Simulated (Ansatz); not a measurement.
# Al3Cu: a stretch of c alone

One table from this session's results is given with a row withheld; the runs are named, their logs left out.

Computed with Ansatz 0.2.0 (DFT r2SCAN, scalar-relativistic, plane waves, PAW, unless a step's input says otherwise).

2 further runs of the same task are left out: 2 set aside as unsound or not needed.

## The system as given

The structure is tetragonal, space group P4/mmm (No. 123). Conventional cell: a = 2.774 Å, b = 2.774 Å, c = 7.592 Å, α = 90.00°, β = 90.00°, γ = 90.00°. Al (site symmetry 4/mmm) has 12 Al at 2.77 to 2.88 Å in its first shell of neighbours. Al (site symmetry 4mm) has 4 Cu at 2.59 Å and 8 Al at 2.77 to 2.88 Å in its first shell of neighbours. Around Cu (site symmetry 4/mmm) lie 8 Al at 2.59 Å and 4 Cu at 2.77 Å.

Coordinates:

```cif
data_structure
_symmetry_space_group_name_H-M 'P4/mmm'
_symmetry_Int_Tables_number 123
_cell_length_a 2.7738
_cell_length_b 2.7738
_cell_length_c 7.5919
_cell_angle_alpha 90.000
_cell_angle_beta 90.000
_cell_angle_gamma 90.000
_cell_volume 58.41
loop_
_atom_site_label
_atom_site_type_symbol
_atom_site_symmetry_multiplicity
_atom_site_Wyckoff_symbol
_atom_site_fract_x
_atom_site_fract_y
_atom_site_fract_z
_atom_site_occupancy
Al1 Al 1 b 0.00000 0.00000 0.50000 1
Al2 Al 2 h 0.50000 0.50000 0.22264 1
Cu1 Cu 1 a 0.00000 0.00000 0.00000 1
```

It goes back to an entry of the Materials Project, which need not be the stable form.

It is the result of an earlier relaxation at this level (volume 14.60 Å³/atom; gap on the mesh: none (metal)).

The unstrained cell comes from an earlier run at this level (4 atoms, E(σ→0) -8252.8567 eV, gap none (metal)).

The first run:

The input, input.yaml:

```yaml
crystal:
  lattice:
    - [2.7737808625, 0.0, 0.0]
    - [0.0, 2.7737808625, 0.0]
    - [0.0, 0.0, 7.5159444875]
  atoms:
    - { symbol: Al, position: [0.0, 0.0, 0.5] }
    - { symbol: Al, position: [0.5, 0.5, 0.222643] }
    - { symbol: Al, position: [0.5, 0.5, 0.777357] }
    - { symbol: Cu, position: [0.0, 0.0, 0.0] }
basis:
  ecutwfc: 500
kpoints:
  mp_grid: { grid: [18, 18, 8] }
hamiltonian:
  xc: r2scan
scf:
  occupations: { method: gaussian, width: 0.1 }
output:
  forces: true
  stress: true
  eigenvalues: true
relax:
  adjacent_minimum: "off"
  f_tol: 0.008
  max_steps: 40
```

On the command line:

```sh
$ ansatz run input.yaml --threads 1 --pin off --max-ram 2560MiB --backend cpu --events-out ev --progress --plain --runs-dir out
```

Among the steps run: The cell strained by -1.0 %; Strain +1.0 %; The cell strained by -2.0 %; Strain +2.0 %; The cell strained by -3.0 %; Strain +3.0 %.

One table of the session follows, with a row left open; its other results are not shown here.

It belongs to the step «Energy and stress against strain (a metal throughout)». Lengths are those of the vectors of the cell that was run; stresses in GPa:

```
strain (%)  ΔE (meV/atom)  c (Å)
      -3.0            8.9  7.364
      -2.0            4.0  7.440
      -1.0            1.0  7.516
      +0.0            0.0  7.592
      +1.0              ?      ?
      +2.0            4.1  7.744
      +3.0            9.2  7.820
```

**Question.** Estimate the row for strain (%) = +1.0.

Worked estimate for «ΔE (meV/atom)». A straight line through the neighbours (0.0, 0.0) and (2.0, 4.1) gives 0.0 + (4.1 − 0.0) × (1.0 − 0.0) / (2.0 − 0.0) = 2.0; a parabola fitted to 4 rows on both sides gives 1.0.

The run gave: ΔE (meV/atom): 1.0; c (Å): 7.668. In «ΔE (meV/atom)» the line misses by +1.0 and the parabola by 0.0.

ΔE is over the unstrained cell. Stress in GPa, positive in compression, on the Cartesian axes of the input. 

Limits of these values: Warnings in the runs' records: stress scf threshold loose.
